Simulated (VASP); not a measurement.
# TiS2 (P-3m1) in VASP: notebook, part 2 of 2

VASP 6.6.1. The steps go on from the part before.

## Step 3: Relaxation of cell and atoms, PBE

This run uses another cell than the first one, of 19.14 Å³/atom, 1.064 times its volume.

INCAR

```
PREC = Accurate ; ENCUT = 600
EDIFF = 1E-6 ; ISMEAR = 1
SIGMA = 0.1 ; LREAL = False
LASPH = True ; NELM = 80
ALGO = Normal ; ISIF = 3
LWAVE = False ; LCHARG = False
GGA = PE ; IBRION = 2
NSW = 90 ; EDIFFG = -0.01
```

KPOINTS

```
regular mesh
0
Gamma
  12 12 7
```

POSCAR

```
TiS2
1.0
    3.4120000000      0.0000000000      0.0000000000
   -1.7060000000      2.9548786777      0.0000000000
    0.0000000000      0.0000000000      5.6950000000
Ti S
1 2
Direct
    0.0000000000      0.0000000000      0.0000000000
    0.3333333333      0.6666666667      0.2500000000
    0.6666666667      0.3333333333      0.7500000000
```

Potentials or basis: VASP PAW PBE potentials, release 64 (Ti_sv, S).

Command:

```bash
$ cat potpaw_PBE.64/Ti_sv/POTCAR potpaw_PBE.64/S/POTCAR > POTCAR
$ mpirun -np 1 vasp_std > vasp.out
```

OUTCAR:

```text
PREC = Accurate
   ENCUT = 600
   EDIFF = 1E-6
   ISMEAR = 1
   LREAL = False
   LASPH = True
   NELM = 80
   ISIF = 3
   GGA = PE
   IBRION = 2
   NSW = 90
   EDIFFG = -0.01

 ion  position               nearest neighbor table
   1  0.000  0.000  0.000-   2 2.43   3 2.43   2 2.43   3 2.43   3 2.43   2 2.43
   2  0.333  0.667  0.250-   1 2.43   1 2.43   1 2.43
   3  0.667  0.333  0.750-   1 2.43   1 2.43   1 2.43

  LATTYP: Found a hexagonal cell.
 ALAT       =     3.4120000000
 C/A-ratio  =     1.6691090270

  Lattice vectors:

 A1 = (   3.4120000000,   0.0000000000,   0.0000000000)
 A2 = (  -1.7060000000,   2.9548786777,   0.0000000000)
 A3 = (   0.0000000000,   0.0000000000,   5.6950000000)

Analysis of symmetry for initial positions (statically):
=====================================================================
 Subroutine PRICEL returns:
 Original cell was already a primitive cell.

 Routine SETGRP: Setting up the symmetry group for a
 hexagonal supercell.

 Subroutine GETGRP returns: Found 12 space group operations
 (whereof 12 operations were pure point group operations)
 out of a pool of 24 trial point group operations.

The static configuration has the point symmetry D_3d.

Analysis of symmetry for dynamics (positions and initial velocities):
=====================================================================
 Subroutine PRICEL returns:
 Original cell was already a primitive cell.

 Routine SETGRP: Setting up the symmetry group for a
 hexagonal supercell.

 Subroutine GETGRP returns: Found 12 space group operations
 (whereof 12 operations were pure point group operations)
 out of a pool of 24 trial point group operations.

The dynamic configuration has the point symmetry D_3d.

 Subroutine INISYM returns: Found 12 space group operations
 (whereof 12 operations are pure point group operations),
 and found     1 'primitive' translations

----------------------------------------------------------------------------------------

                                     Primitive cell

  volume of cell :      57.4173

  direct lattice vectors                    reciprocal lattice vectors
     3.412000000  0.000000000  0.000000000     0.293083236  0.169211685  0.000000000
    -1.706000000  2.954878678  0.000000000     0.000000000  0.338423370  0.000000000
     0.000000000  0.000000000  5.695000000     0.000000000  0.000000000  0.175592625

  length of vectors
     3.412000000  3.412000000  5.695000000     0.338423370  0.338423370  0.175592625

  position of ions in fractional coordinates (direct lattice)
     0.000000000  0.000000000  0.000000000
     0.333333333  0.666666667  0.250000000
     0.666666667  0.333333333  0.750000000

  ion indices of the primitive-cell ions
   primitive index   ion index
                 1           1
                 2           2
                 3           3

----------------------------------------------------------------------------------------

 KPOINTS: regular mesh

Automatic generation of k-mesh.
 Grid dimensions read from file:
[... 54 lines left out ...]
   NGXF,Y,Z  is equivalent  to a cutoff of  27.29, 27.29, 28.02 a.u.
 SYSTEM =  unknown system
   PREC   = accura    normal or accurate (medium, high low for compatibility)
   ISTART =      0    job   : 0-new  1-cont  2-samecut
   ICHARG =      2    charge: 1-file 2-atom 10-const
   ISPIN  =      1    spin polarized calculation?
   LNONCOLLINEAR =      F non collinear calculations
   LSORBIT =      F    spin-orbit coupling
   LASPH  =      T    aspherical Exc in radial PAW
   ENCUT  =  600.0 eV  44.10 Ry    6.64 a.u.   6.81  6.81 11.37*2*pi/ulx,y,z
   NELM   =     80;   NELMIN=  2; NELMDL= -5     # of ELM steps
   EDIFF  = 0.1E-05   stopping-criterion for ELM
   LREAL  =      F    real-space projection
   EDIFFG = -.1E-01   stopping-criterion for IOM
   NSW    =     90    number of steps for IOM
   IBRION =      2    ionic relax: 0-MD 1-quasi-New 2-CG
   NFREE  =      1    steps in history (QN), initial steepest desc. (CG)
   ISIF   =      3    stress and relaxation
   ISYM   =      2    0-nonsym 1-usesym 2-fastsym
   POTIM  = 0.5000    time-step for ionic-motion
   TEBEG  =    0.0;   TEEND  =   0.0 temperature during run
   PSTRESS=    0.0 pullay stress
   NELECT =      24.0000    total number of electrons
   NUPDOWN=      -1.0000    fix difference up-down
   EMIN   =  10.00;   EMAX   =-10.00  energy-range for DOS
   EFERMI =   0.00;   METHOD = LEGACY
   ISMEAR =     1;   SIGMA  =   0.10  broadening in eV -4-tet -1-fermi 0-gaus
   EFERMI_NEDOS =   21; number of points for ismear=-14 and -15
   IALGO  =     38    algorithm
   IMIX   =      4    mixing-type and parameters
     AMIX     =   0.40;   BMIX     =  1.00
     AMIX_MAG =   1.60;   BMIX_MAG =  1.00
  volume/ion in A,a.u.               =      19.14       129.16
  Fermi-wavevector in a.u.,A,eV,Ry     =   1.224046  2.313112 20.385458  1.498289
  Thomas-Fermi vector in A             =   2.359135
   LORBIT       =      0    0 simple, 1 ext, 2 COOP (PROOUT), +10 PAW based schemes
   GGA     = PE    functional components
   LHFCALC =     F    Hartree Fock is set to
   AEXX    =    0.0000 exact exchange contribution
   IVDW    =     0    specifies the selected vdW correction
   LEPSILON=     F    determine dielectric tensor
   LRPA    =     F    only Hartree local field effects (RPA)
 conjugate gradient relaxation of ions
 non-spin polarized calculation
 Methfessel and Paxton  Order N= 1 SIGMA  =   0.10
  energy-cutoff  :      600.00
  volume of cell :       57.42
 maximum number of plane-waves:      1943
   NGX = 13   NGY = 13   NGZ = 23

--------------------------------------- Ionic step        1  -------------------------------------------

 number of electron      23.9999999 magnetization

 Free energy of the ion-electron system (eV)
  ---------------------------------------------------
  ext. energy  EPLUGINS =         0.00000000
  ---------------------------------------------------
  free energy    TOTEN  =       -19.92887059 eV

  energy without entropy =      -19.92876006  energy(sigma->0) =      -19.92883375

------------------------ aborting loop because EDIFF is reached ----------------------------------------

  FORCE on cell =-STRESS in cart. coord.  units (eV):
  Direction    XX          YY          ZZ          XY          YZ          ZX
  --------------------------------------------------------------------------------------
  -------------------------------------------------------------------------------------
  Total        0.0147274      0.0147274      0.3854453      0.0000000      0.0000000      0.0000000
  in kB        0.4109541      0.4109541     10.7555069      0.0000000      0.0000000      0.0000000
  external PRESSURE =       3.8591383 kB  Pullay stress =       0.0000000 kB
[... 24 lines left out ...]
--------------------------------------- Ionic step        2  -------------------------------------------

 number of electron      24.0000000 magnetization

 E-fermi :   5.3494     XC(G=0): -10.0562

 val. band max:        5.3234788039   @ k =   0.0000   0.0000   0.2857
 cond. band min:       5.3508399890   @ k =   0.0000   0.4167   0.4286
 fundamental gap:      0.0273611851
 Fermi energy:         5.3494073284

 k-point     1 :       0.0000    0.0000    0.0000
  band No.  band energies     occupation
      1     -52.3244      2.00000
      2     -28.5464      2.00000
      3     -28.5018      2.00000
      4     -28.5018      2.00000
      5      -8.3628      2.00000
      6      -6.7208      2.00000
[... 514 lines left out ...]
  FREE ENERGIE OF THE ION-ELECTRON SYSTEM (eV)
  ---------------------------------------------------
  free  energy   TOTEN  =       -19.9416737881 eV

  energy  without entropy=      -19.9415905390  energy(sigma->0) =      -19.94164604

[... ionic steps 4 to 17 ...]

--------------------------------------- Ionic step       18  -------------------------------------------

 number of electron      23.9999999 magnetization

------------------------ aborting loop because EDIFF is reached ----------------------------------------
[... 69 lines left out ...]
--------------------------------------- Ionic step       20  -------------------------------------------

 number of electron      23.9999999 magnetization

 Free energy of the ion-electron system (eV)
  ---------------------------------------------------
  ext. energy  EPLUGINS =         0.00000000
  ---------------------------------------------------
  free energy    TOTEN  =       -19.96275447 eV

  energy without entropy =      -19.96247274  energy(sigma->0) =      -19.96266056

 E-fermi :   4.0798     XC(G=0):  -9.2510

 val. band max:        4.0796246643   @ k =   0.0000   0.0000   0.1429
 cond. band min:       4.0855066221   @ k =   0.0000   0.0000   0.0000
 fundamental gap:      0.0058819579
 Fermi energy:         4.0797690220

 k-point     1 :       0.0000    0.0000    0.0000
  band No.  band energies     occupation
      1     -53.6568      2.00000
      2     -29.8802      2.00000
      3     -29.8311      2.00000
      4     -29.8311      2.00000
      5      -9.4957      2.00000
      6      -8.1787      2.00000
[... 477 lines left out ...]
  FREE ENERGIE OF THE ION-ELECTRON SYSTEM (eV)
  ---------------------------------------------------
  free  energy   TOTEN  =       -19.9627544674 eV

  energy  without entropy=      -19.9624727379  energy(sigma->0) =      -19.96266056

 reached required accuracy - stopping structural energy minimisation
```

OSZICAR:

```text
N       E                     dE             d eps       ncg     rms          rms(c)
DAV:   1     0.220839714206E+03    0.22084E+03   -0.12902E+04  3584   0.167E+03
DAV:   2    -0.560231769055E+00   -0.22140E+03   -0.21938E+03  3944   0.405E+02
[... 203 lines left out ...]
DAV:   2    -0.199723043308E+02   -0.82256E-03   -0.19538E-01  4560   0.374E+00    0.717E-01
DAV:   3    -0.199634003653E+02    0.89040E-02   -0.66296E-02  4712   0.186E+00    0.191E-01
DAV:   4    -0.199626883873E+02    0.71198E-03   -0.46014E-03  4696   0.547E-01    0.970E-02
DAV:   5    -0.199627352830E+02   -0.46896E-04   -0.28040E-04  4384   0.137E-01    0.449E-02
DAV:   6    -0.199627518217E+02   -0.16539E-04   -0.16316E-04  5624   0.722E-02    0.299E-02
DAV:   7    -0.199627550275E+02   -0.32058E-05   -0.32077E-05  3960   0.412E-02    0.138E-02
DAV:   8    -0.199627544674E+02    0.56016E-06   -0.49953E-06  4184   0.150E-02
  20 F= -.19962754E+02 E0= -.19962661E+02  d E =-.164451E-03
```

Run time: 9.2 min. Hardware: 1 thread of Intel Xeon 6975P-C (Granite Rapids), shared host; peak memory 0.29 GiB.

What came out:

- Free energy: -19.9628 eV
- Relaxed volume: 21.79 Å³/atom
- Relaxed cell: a = 3.415 Å, b = 3.415 Å, c = 6.471 Å, α = 90.00°, β = 90.00°, γ = 120.00°
- Space group after relaxing (to 0.05 Å): P-3m1 (No. 164)
- Energy gained by relaxing: 11.3 meV/atom
- Ionic steps: 20
- Pressure after relaxing: 0.0 GPa
- Band gap on the k mesh: none (metal or under the smearing width)

The path:
```csv
step,energy change (eV),largest force (eV/Å),pressure (GPa),volume (Å³)
1,0.0000,0.1379,0.39,57.42
2,-0.0040,0.1573,0.17,57.80
3,-0.0128,0.2129,-0.47,58.95
4,-0.0193,0.3226,-1.51,61.27
5,-0.0208,0.3023,-1.37,61.32
6,-0.0248,0.2396,-0.98,61.48
7,-0.0298,0.1103,-0.15,61.79
8,-0.0277,0.1672,1.60,62.40
9,-0.0310,0.0003,0.51,62.03
10,-0.0310,0.0069,0.48,62.01
11,-0.0314,0.0072,0.44,62.19
12,-0.0324,0.0067,0.29,62.71
13,-0.0335,0.0054,0.01,63.76
14,-0.0336,0.0043,-0.10,64.22
15,-0.0336,0.0046,-0.09,64.27
16,-0.0336,0.0043,-0.13,64.37
17,-0.0337,0.0116,-0.03,64.55
18,-0.0337,0.0355,0.12,64.80
19,-0.0338,0.0192,0.05,65.06
20,-0.0339,0.0006,-0.02,65.36
```

Final structure:
```cif
data_structure
_symmetry_space_group_name_H-M 'P 1'
_symmetry_Int_Tables_number 1
_cell_length_a 3.4150
_cell_length_b 3.4150
_cell_length_c 6.4713
_cell_angle_alpha 90.000
_cell_angle_beta 90.000
_cell_angle_gamma 120.000
_cell_volume 65.36
loop_
_atom_site_label
_atom_site_type_symbol
_atom_site_fract_x
_atom_site_fract_y
_atom_site_fract_z
_atom_site_occupancy
Ti1 Ti 0.00000 0.00000 0.00000 1
S1 S 0.33333 0.66667 0.21935 1
S2 S 0.66667 0.33333 0.78065 1
```

Caveat: this functional lacks dispersion, which binds the layers, so the pressure and a relaxed spacing across them are unreliable; the volume moved by +14 % from the deposited cell, more than functionals usually miss. Zero-point motion and thermal expansion aren't in these numbers.
